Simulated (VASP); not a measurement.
# GaN (P6_3mc) in VASP: band structure with PBE

Aim: the band structure of GaN with PBE.

Program: VASP 6.6.1. These are calculated values, not measurements. Logs are shortened: lines on timing, memory, paths and dates and some standing lists are left out, and cuts for length are marked.

### Step 1. The structure

The structure is hexagonal, space group P6_3mc (No. 186). Conventional cell: a = 3.218 Å, b = 3.218 Å, c = 5.245 Å, α = 90.00°, β = 90.00°, γ = 120.00°. Around Ga (site symmetry 3m) lie 4 N at 1.97 to 1.98 Å. N (site symmetry 3m) has 4 Ga at 1.97 to 1.98 Å as nearest neighbours.

### Step 2. Band structure, PBE

Contents of POSCAR:

```
GaN                                     
1.0
    3.2183127026      0.0000000000      0.0000000000
   -1.6091563513      2.7871405535     -0.0000000000
    0.0000000000     -0.0000000000      5.2446999046
  Ga              N             
     2     2
Direct
     0.3333333300000021    0.6666666699999979    0.9991991010874375
     0.6666666699999979    0.3333333300000021    0.4991991010874374
     0.3333333300000021    0.6666666699999979    0.3758008989125626
     0.6666666699999979    0.3333333300000021    0.8758008989125625
```

Contents of INCAR.step1:

```
SYSTEM = GaN
PREC     = Accurate       ! precision mode
ENCUT    = 520            ! plane-wave cutoff, eV
EDIFF    = 1E-7           ! SCF threshold, eV
ISMEAR   = 0              ! smearing method
SIGMA    = 0.02           ! smearing width, eV
LREAL    = .False.        ! projectors in reciprocal space
LASPH    = .True.         ! aspherical terms in the spheres
NELM     = 100            ! most SCF steps
ALGO     = Normal         ! electronic algorithm
ISIF     = 2              ! what is computed and relaxed
LWAVE    = .False.        ! write WAVECAR
LCHARG   = .True.         ! write CHGCAR
GGA      = PE             ! functional
NBANDS   = 26             ! bands
```

Contents of KPOINTS.step1:

```
Automatic mesh
0
Gamma
  6 6 2
  0 0 0
```

Contents of INCAR.step2:

```
SYSTEM = GaN
PREC     = Accurate       ! precision mode
ENCUT    = 520            ! plane-wave cutoff, eV
EDIFF    = 1E-7           ! SCF threshold, eV
ISMEAR   = 0              ! smearing method
SIGMA    = 0.05           ! smearing width, eV
LREAL    = .False.        ! projectors in reciprocal space
LASPH    = .True.         ! aspherical terms in the spheres
NELM     = 100            ! most SCF steps
ALGO     = Normal         ! electronic algorithm
ISIF     = 2              ! what is computed and relaxed
LWAVE    = .False.        ! write WAVECAR
LCHARG   = .False.        ! write CHGCAR
GGA      = PE             ! functional
NBANDS   = 26             ! bands
ICHARG   = 11             ! starting density
```

Contents of KPOINTS.step2:

```
path GMKGALHA,LM,KH
15
line-mode
reciprocal
 0.0000000000  0.0000000000  0.0000000000  G
 0.5000000000  0.0000000000  0.0000000000  M

 0.5000000000  0.0000000000  0.0000000000  M
 0.3333333333  0.3333333333  0.0000000000  K

 0.3333333333  0.3333333333  0.0000000000  K
 0.0000000000  0.0000000000  0.0000000000  G

 0.0000000000  0.0000000000  0.0000000000  G
 0.0000000000  0.0000000000  0.5000000000  A

 0.0000000000  0.0000000000  0.5000000000  A
 0.5000000000  0.0000000000  0.5000000000  L

 0.5000000000  0.0000000000  0.5000000000  L
 0.3333333333  0.3333333333  0.5000000000  H

 0.3333333333  0.3333333333  0.5000000000  H
 0.0000000000  0.0000000000  0.5000000000  A

 0.5000000000  0.0000000000  0.5000000000  L
 0.5000000000  0.0000000000  0.0000000000  M

 0.3333333333  0.3333333333  0.0000000000  K
 0.3333333333  0.3333333333  0.5000000000  H
```

Potentials or basis: VASP PAW PBE potentials, release 64 (Ga_d, N).

Run with:

```console
$ cat potpaw_PBE.64/Ga_d/POTCAR potpaw_PBE.64/N/POTCAR > POTCAR
$ cp INCAR.step1 INCAR
$ cp KPOINTS.step1 KPOINTS
$ mpirun -np 1 vasp_std > vasp.out
$ cp INCAR.step2 INCAR
$ cp KPOINTS.step2 KPOINTS
$ mpirun -np 1 vasp_std > vasp.out
```

OUTCAR:

```text
SYSTEM = GaN
   PREC = Accurate
   ENCUT = 520
   EDIFF = 1E-7
   ISMEAR = 0
   LREAL = .False.
   LASPH = .True.
   NELM = 100
   ISIF = 2
   GGA = PE
   ICHARG = 11

 ion  position               nearest neighbor table
   1  0.333  0.667  0.999-   4 1.97   4 1.97   4 1.97   3 1.98
   2  0.667  0.333  0.499-   3 1.97   3 1.97   3 1.97   4 1.98
   3  0.333  0.667  0.376-   2 1.97   2 1.97   2 1.97   1 1.98
   4  0.667  0.333  0.876-   1 1.97   1 1.97   1 1.97   2 1.98

  LATTYP: Found a hexagonal cell.
 ALAT       =     3.2183127026
 C/A-ratio  =     1.6296427318

  Lattice vectors:

 A1 = (   3.2183127026,   0.0000000000,   0.0000000000)
 A2 = (  -1.6091563513,   2.7871405535,   0.0000000000)
 A3 = (   0.0000000000,   0.0000000000,   5.2446999046)

Analysis of symmetry for initial positions (statically):
=====================================================================
 Subroutine PRICEL returns:
 Original cell was already a primitive cell.

 Routine SETGRP: Setting up the symmetry group for a
 hexagonal supercell.

 Subroutine GETGRP returns: Found 12 space group operations
 (whereof  6 operations were pure point group operations)
 out of a pool of 24 trial point group operations.

The static configuration has the point symmetry C_3v.
 The point group associated with its full space group is C_6v.

Analysis of symmetry for dynamics (positions and initial velocities):
=====================================================================
 Subroutine PRICEL returns:
 Original cell was already a primitive cell.

 Routine SETGRP: Setting up the symmetry group for a
 hexagonal supercell.

 Subroutine GETGRP returns: Found 12 space group operations
 (whereof  6 operations were pure point group operations)
 out of a pool of 24 trial point group operations.

The dynamic configuration has the point symmetry C_3v.
 The point group associated with its full space group is C_6v.

 Subroutine INISYM returns: Found 12 space group operations
 (whereof  6 operations are pure point group operations),
 and found     1 'primitive' translations

----------------------------------------------------------------------------------------

                                     Primitive cell

  volume of cell :      47.0444

  direct lattice vectors                    reciprocal lattice vectors
     3.218312703  0.000000000  0.000000000     0.310721826  0.179395330  0.000000000
    -1.609156351  2.787140554  0.000000000     0.000000000  0.358790660  0.000000000
     0.000000000  0.000000000  5.244699905     0.000000000  0.000000000  0.190668679

  length of vectors
     3.218312703  3.218312699  5.244699905     0.358790660  0.358790660  0.190668679

  position of ions in fractional coordinates (direct lattice)
     0.333333330  0.666666670  0.999199101
     0.666666670  0.333333330  0.499199101
     0.333333330  0.666666670  0.375800899
     0.666666670  0.333333330  0.875800899

  ion indices of the primitive-cell ions
   primitive index   ion index
                 1           1
                 2           2
                 3           3
                 4           4

----------------------------------------------------------------------------------------

 KPOINTS: path GMKGALHA,LM,KH

Interpolating k-points between supplied coordinates.

 Line segments in fractional coordinates (reciprocal lattice):
    0.000000  0.000000  0.000000  ...  0.500000  0.000000  0.000000
    0.500000  0.000000  0.000000  ...  0.333333  0.333333  0.000000
    0.333333  0.333333  0.000000  ...  0.000000  0.000000  0.000000
    0.000000  0.000000  0.000000  ...  0.000000  0.000000  0.500000
    0.000000  0.000000  0.500000  ...  0.500000  0.000000  0.500000
    0.500000  0.000000  0.500000  ...  0.333333  0.333333  0.500000
    0.333333  0.333333  0.500000  ...  0.000000  0.000000  0.500000
    0.500000  0.000000  0.500000  ...  0.500000  0.000000  0.000000
    0.333333  0.333333  0.000000  ...  0.333333  0.333333  0.500000

 Generated    15 points on each line segment, for a total of    135 k-points:

 Following reciprocal coordinates:
            Coordinates               Weight
  0.000000  0.000000  0.000000      0.007407
  0.035714  0.000000  0.000000      0.007407
  0.071429  0.000000  0.000000      0.007407
  0.107143  0.000000  0.000000      0.007407
  0.142857  0.000000  0.000000      0.007407
  0.178571  0.000000  0.000000      0.007407
[... 16 lines left out ...]
  0.416667  0.166667  0.000000      0.007407
  0.404762  0.190476  0.000000      0.007407
 [... further k-points ...]
   k-points           NKPTS =    135   k-points in BZ     NKDIM =    135   number of bands    NBANDS=     26
   number of dos      NEDOS =    301   number of ions     NIONS =      4
   total plane-waves  NPLWV =  23040
   dimension x,y,z NGX =    24 NGY =   24 NGZ =   40
   dimension x,y,z NGXF=    48 NGYF=   48 NGZF=   80
   ions per type =               2   2
   NGX,Y,Z   is equivalent  to a cutoff of  12.40, 12.40, 12.68 a.u.
   NGXF,Y,Z  is equivalent  to a cutoff of  24.79, 24.79, 25.36 a.u.
 SYSTEM =  GaN
   PREC   = accura    normal or accurate (medium, high low for compatibility)
   ISTART =      0    job   : 0-new  1-cont  2-samecut
   ICHARG =     11    charge: 1-file 2-atom 10-const
   ISPIN  =      1    spin polarized calculation?
   LNONCOLLINEAR =      F non collinear calculations
   LSORBIT =      F    spin-orbit coupling
   LASPH  =      T    aspherical Exc in radial PAW
   ENCUT  =  520.0 eV  38.22 Ry    6.18 a.u.   5.98  5.98  9.75*2*pi/ulx,y,z
   NELM   =    100;   NELMIN=  2; NELMDL=  0     # of ELM steps
   EDIFF  = 0.1E-06   stopping-criterion for ELM
   LREAL  =      F    real-space projection
   EDIFFG = 0.1E-05   stopping-criterion for IOM
   NSW    =      0    number of steps for IOM
   IBRION =     -1    ionic relax: 0-MD 1-quasi-New 2-CG
   NFREE  =      0    steps in history (QN), initial steepest desc. (CG)
   ISIF   =      2    stress and relaxation
   ISYM   =      2    0-nonsym 1-usesym 2-fastsym
   POTIM  = 0.5000    time-step for ionic-motion
   TEBEG  =    0.0;   TEEND  =   0.0 temperature during run
   PSTRESS=    0.0 pullay stress
   NELECT =      36.0000    total number of electrons
   NUPDOWN=      -1.0000    fix difference up-down
   EMIN   =  10.00;   EMAX   =-10.00  energy-range for DOS
   EFERMI =   0.00;   METHOD = LEGACY
   ISMEAR =     0;   SIGMA  =   0.05  broadening in eV -4-tet -1-fermi 0-gaus
   EFERMI_NEDOS =   21; number of points for ismear=-14 and -15
   IALGO  =     38    algorithm
   IMIX   =      4    mixing-type and parameters
     AMIX     =   0.40;   BMIX     =  1.00
     AMIX_MAG =   1.60;   BMIX_MAG =  1.00
  volume/ion in A,a.u.               =      11.76        79.37
  Fermi-wavevector in a.u.,A,eV,Ry     =   1.497407  2.829688 30.507344  2.242227
  Thomas-Fermi vector in A             =   2.609299
   LORBIT       =      0    0 simple, 1 ext, 2 COOP (PROOUT), +10 PAW based schemes
   GGA     = PE    functional components
   LHFCALC =     F    Hartree Fock is set to
   AEXX    =    0.0000 exact exchange contribution
   IVDW    =     0    specifies the selected vdW correction
   LEPSILON=     F    determine dielectric tensor
   LRPA    =     F    only Hartree local field effects (RPA)
 non-spin polarized calculation
 Gauss-broadening in eV      SIGMA  =   0.05
  energy-cutoff  :      520.00
  volume of cell :       47.04
 maximum number of plane-waves:      1294
 NGX is ok and might be reduce to    24

 number of electron      35.9999956 magnetization

 Free energy of the ion-electron system (eV)
  ---------------------------------------------------
  ext. energy  EPLUGINS =         0.00000000
  ---------------------------------------------------
  free energy    TOTEN  =       -23.33721149 eV

  energy without entropy =      -23.33721149  energy(sigma->0) =      -23.33721149

 E-fermi :   5.2685     XC(G=0): -11.5131

 val. band max:        5.0080355976   @ k =   0.0000   0.0000   0.0000
 cond. band min:       6.7193504884   @ k =   0.0000   0.0000   0.0000
 fundamental gap:      1.7113148908
 Fermi energy:         5.2684972126

 k-point     1 :       0.0000    0.0000    0.0000
  band No.  band energies     occupation
      1     -10.7274      2.00000
      2      -9.9037      2.00000
      3      -8.4152      2.00000
      4      -8.4005      2.00000
      5      -8.4005      2.00000
      6      -8.3444      2.00000
[... 18 lines left out ...]
     25      16.4886      0.00000
     26      16.4886      0.00000

 k-point     2 :       0.0357    0.0000    0.0000
  band No.  band energies     occupation
      1     -10.7153      2.00000
      2      -9.9007      2.00000
      3      -8.4146      2.00000
      4      -8.3987      2.00000
      5      -8.3958      2.00000
      6      -8.3431      2.00000
[... 18 lines left out ...]
     25      16.4114      0.00000
     26      16.5174      0.00000

 k-point     3 :       0.0714    0.0000    0.0000
  band No.  band energies     occupation
      1     -10.6798      2.00000
      2      -9.8920      2.00000
      3      -8.4112      2.00000
      4      -8.3936      2.00000
      5      -8.3829      2.00000
      6      -8.3392      2.00000
[... 18 lines left out ...]
     25      16.2156      0.00000
     26      16.5998      0.00000

 k-point     4 :       0.1071    0.0000    0.0000
  band No.  band energies     occupation
      1     -10.6226      2.00000
      2      -9.8785      2.00000
      3      -8.4041      2.00000
      4      -8.3856      2.00000
      5      -8.3625      2.00000
      6      -8.3316      2.00000
[... 18 lines left out ...]
     25      16.0440      0.00000
     26      16.7249      0.00000
[... 496 lines left out ...]
      1      -9.8763      2.00000
      2      -9.7607      2.00000
      3      -8.3709      2.00000
      4      -8.3081      2.00000
      5      -8.2174      2.00000
      6      -8.2024      2.00000
[... 18 lines left out ...]
     25      17.4016      0.00000
     26      17.9701      0.00000

 k-point    23 :       0.4167    0.1667    0.0000
  band No.  band energies     occupation
      1      -9.8657      2.00000
      2      -9.7620      2.00000
      3      -8.3770      2.00000
      4      -8.2970      2.00000
      5      -8.2115      2.00000
      6      -8.2023      2.00000
[... 18 lines left out ...]
     25      17.4184      0.00000
     26      17.7731      0.00000

 k-point    24 :       0.4048    0.1905    0.0000
  band No.  band energies     occupation
      1      -9.8545      2.00000
      2      -9.7639      2.00000
      3      -8.3827      2.00000
      4      -8.2847      2.00000
      5      -8.2059      2.00000
      6      -8.2020      2.00000
[... 18 lines left out ...]
     25      17.4285      0.00000
     26      17.5507      0.00000

 [... further k-points ...]

------------------------ aborting loop because EDIFF is reached ----------------------------------------

  FORCE on cell =-STRESS in cart. coord.  units (eV):
  Direction    XX          YY          ZZ          XY          YZ          ZX
  --------------------------------------------------------------------------------------
  -------------------------------------------------------------------------------------
  Total        0.8276157      0.8276157      0.2074079      0.0000000      0.0000000      0.0000000
  in kB       28.1858778     28.1858778      7.0636345      0.0000000      0.0000000      0.0000000
  external PRESSURE =      21.1451300 kB  Pullay stress =       0.0000000 kB

 VOLUME and BASIS-vectors are now :
 -----------------------------------------------------------------------------
  energy-cutoff  :      520.00
  volume of cell :       47.04
      direct lattice vectors                 reciprocal lattice vectors
     3.218312703  0.000000000  0.000000000     0.310721826  0.179395330  0.000000000
    -1.609156351  2.787140554  0.000000000     0.000000000  0.358790660  0.000000000
     0.000000000  0.000000000  5.244699905     0.000000000  0.000000000  0.190668679

 POSITION                                       TOTAL-FORCE (eV/Angst)
 -----------------------------------------------------------------------------------
     -0.00000      1.85809      5.24050         0.000000      0.000000      0.169821
      1.60916      0.92905      2.61815        -0.000000     -0.000000      0.169821
     -0.00000      1.85809      1.97096         0.000000     -0.000000     -0.169821
      1.60916      0.92905      4.59331        -0.000000      0.000000     -0.169821
 -----------------------------------------------------------------------------------
    total drift:                               -0.000011      0.000005     -0.107778

  FREE ENERGIE OF THE ION-ELECTRON SYSTEM (eV)
  ---------------------------------------------------
  free  energy   TOTEN  =       -23.3372114927 eV

  energy  without entropy=      -23.3372114927  energy(sigma->0) =      -23.33721149
```

Run time: 49 s. Hardware: 1 thread of Intel Xeon Platinum 8488C (Sapphire Rapids), shared host; peak memory 0.24 GiB.

What came out:

```yaml
Band_gap_on_the_k_mesh: 1.71 eV, direct
Band_gap_along_the_path: 1.71 eV, direct
```

Levels at the corners of the path, in eV from the valence-band top:
| point | band 15 | band 16 | band 17 | band 18 | band 19 | band 20 | band 21 | band 22 |
| --- | --- | --- | --- | --- | --- | --- | --- | --- |
| Γ | -1.00 | -0.04 | 0.00 | 0.00 | 1.71 | 4.06 | 9.02 | 9.72 |
| M | -4.07 | -2.64 | -2.12 | -0.96 | 4.98 | 5.37 | 5.97 | 8.34 |
| M | -4.07 | -2.64 | -2.12 | -0.96 | 4.98 | 5.37 | 5.97 | 8.34 |
| K | -5.08 | -2.87 | -2.87 | -2.62 | 5.17 | 7.53 | 7.53 | 8.30 |
| K | -5.08 | -2.87 | -2.87 | -2.62 | 5.17 | 7.53 | 7.53 | 8.30 |
| Γ | -1.00 | -0.04 | 0.00 | 0.00 | 1.71 | 4.06 | 9.02 | 9.72 |
| Γ | -1.00 | -0.04 | 0.00 | 0.00 | 1.71 | 4.06 | 9.02 | 9.72 |
| A | -0.51 | -0.51 | -0.51 | -0.51 | 4.06 | 4.06 | 8.31 | 8.31 |
| A | -0.51 | -0.51 | -0.51 | -0.51 | 4.06 | 4.06 | 8.31 | 8.31 |
| L | -1.87 | -1.87 | -1.83 | -1.83 | 4.30 | 4.30 | 7.57 | 7.57 |
| L | -1.87 | -1.87 | -1.83 | -1.83 | 4.30 | 4.30 | 7.57 | 7.57 |
| H | -4.04 | -4.04 | -1.42 | -1.42 | 6.22 | 6.22 | 7.25 | 7.25 |
| H | -4.04 | -4.04 | -1.42 | -1.42 | 6.22 | 6.22 | 7.25 | 7.25 |
| A | -0.51 | -0.51 | -0.51 | -0.51 | 4.06 | 4.06 | 8.31 | 8.31 |
| L | -1.87 | -1.87 | -1.83 | -1.83 | 4.30 | 4.30 | 7.57 | 7.57 |
| M | -4.07 | -2.64 | -2.12 | -0.96 | 4.98 | 5.37 | 5.97 | 8.34 |
| K | -5.08 | -2.87 | -2.87 | -2.62 | 5.17 | 7.53 | 7.53 | 8.30 |
| H | -4.04 | -4.04 | -1.42 | -1.42 | 6.22 | 6.22 | 7.25 | 7.25 |

Caveat: the k mesh is coarse (spacing up to 0.60 Å⁻¹), so the values aren't converged; the log is that of the step along the path at fixed density, whose energy, stress, charges and moments have no meaning.
